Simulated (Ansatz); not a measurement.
# Cu: the cost of one run

Computed with Ansatz 0.2.0 (DFT PBE, with the methods named in each step, unless a step's input says otherwise).

1 further run of the same task is left out (it didn't finish).

## Step 1: The structure to begin with

It takes space group Cmcm (No. 63, orthorhombic). Conventional cell: a = 2.437 Å, b = 7.953 Å, c = 2.475 Å, α = 90.00°, β = 90.00°, γ = 90.00°. Around Cu (site symmetry m2m) lie 10 Cu at 2.44 to 2.54 Å.

Structure file:

```
Cu
1.0
     1.21846   -3.97638    0.00000
     1.21846    3.97638    0.00000
     0.00000    0.00000    2.47550
Cu
2
Cartesian
  1.2185 2.9118 0.6189
  1.2185 -2.9118 1.8566
```

Atoms are numbered in the order of the input: Cu1, Cu2.

## Step 2: Free moments, LAPW

Input file input.yaml:

```yaml
crystal:
  lattice:
    - [1.21846369, -3.9763780104, 0.0]
    - [1.21846369, 3.9763780104, 0.0]
    - [0.0, 0.0, 2.4754955235]
  atoms:
    - { symbol: Cu, position: [0.13386665, 0.86613335, 0.25], spin: 0.7 }
    - { symbol: Cu, position: [0.86613335, 0.13386665, 0.75], spin: 0.7 }
magnetization:
  spin_polarized: true
kpoints:
  mp_grid: { grid: [14, 14, 13] }
scf:
  occupations: { method: fermi_dirac, width: 0.05 }
  lower_state_search: "off"
hamiltonian:
  xc: pbe
  pseudopotentials: { kind: all_electron, lapw: { basis_error: 0.0005 } }
output:
  forces: true
  stress: true
  eigenvalues: false
  populations: true
  dos: { projected: true, de: 0.1, e_range: [-8, 5] }
```

Started as:

```bash
$ ansatz run input.yaml --threads 1 --pin off --max-ram 3072MiB --backend cpu --events-out ev --progress --plain --runs-dir out
```

What time and memory should one allow on 1 thread of Arm Neoverse V2, shared host?

About 4.8 min, with a peak of 1.6 GiB.
